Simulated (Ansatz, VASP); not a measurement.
Two plane-wave programs on BeTe

INCAR

```
SYSTEM = BeTe
PREC = Accurate
ENCUT = 520
EDIFF = 1E-6
ISMEAR = 0
SIGMA = 0.05
LREAL = .False.
LASPH = .True.
NELM = 150
ALGO = Normal
ISIF = 2
LWAVE = .False.
LCHARG = .True.
MAGMOM = 0 0 0 0 0 0
LORBIT = 11
LSORBIT = .True.
GGA_COMPAT = .False.
LORBMOM = .True.
GGA = PS
LVHAR = .True.
NBANDS = 20
```

Contents of KPOINTS:

```
regular mesh
0
Gamma
  6 6 6
  0 0 0
```

POSCAR

```
BeTe
1.0
    0.0000000000      2.8154186590      2.8154186590
    2.8154186590      0.0000000000      2.8154186590
    2.8154186590      2.8154186590      0.0000000000
Be Te
1 1
Direct
    0.0000000000      0.0000000000      0.0000000000
    0.7500000000      0.7500000000      0.7500000000
```

Input for Ansatz:

```yaml
crystal:
  lattice:
    - [0.0, 2.815418659, 2.815418659]
    - [2.815418659, 0.0, 2.815418659]
    - [2.815418659, 2.815418659, 0.0]
  atoms:
    - { symbol: Be, position: [0.0, 0.0, 0.0] }
    - { symbol: Te, position: [0.75, 0.75, 0.75] }
basis:
  ecutwfc: 420
  ecutrho_ratio: 4
kpoints:
  mp_grid: { grid: [6, 6, 6] }
hamiltonian:
  xc: pbesol
scf:
  occupations: { method: gaussian, width: 0.05 }
output:
  forces: true
  stress: true
  eigenvalues: true
  populations: true
  topological_invariants: true
magnetization:
  noncollinear: true
  spin_orbit: true
```

Alike in both runs: task single point; functional PBEsol; k mesh 6 × 6 × 6; occupations gaussian, width 0.05 eV; non-collinear spin, spin-orbit coupling.

```csv
,VASP,Ansatz
version,VASP 6.6.1,Ansatz 0.2.0
potentials or method,"VASP PAW PBE potentials, release 64 (Be, Te)","plane waves, PAW"
plane-wave cutoff (eV),520,420
valence electrons in the cell,8,18
```

Ansatz gave:

* gap on the k mesh at the Fermi level (eV): 1.57
* least direct gap on the mesh (eV): 3.28
* pressure (GPa): -0.8
* net moment per atom (μB): 0.00

Q: Which values does VASP return?

A: gap on the k mesh at the Fermi level (eV): 1.56; least direct gap on the mesh (eV): 3.27; pressure (GPa): -0.5; net moment per atom (μB): 0.00.

The functional is the same, so the differences come from potentials, cutoffs and numerics. The two sets of potentials don't hold the same shells in valence.

Caveats: the PAW data sets were made with another functional, which shifts forces and pressure a little (VASP).
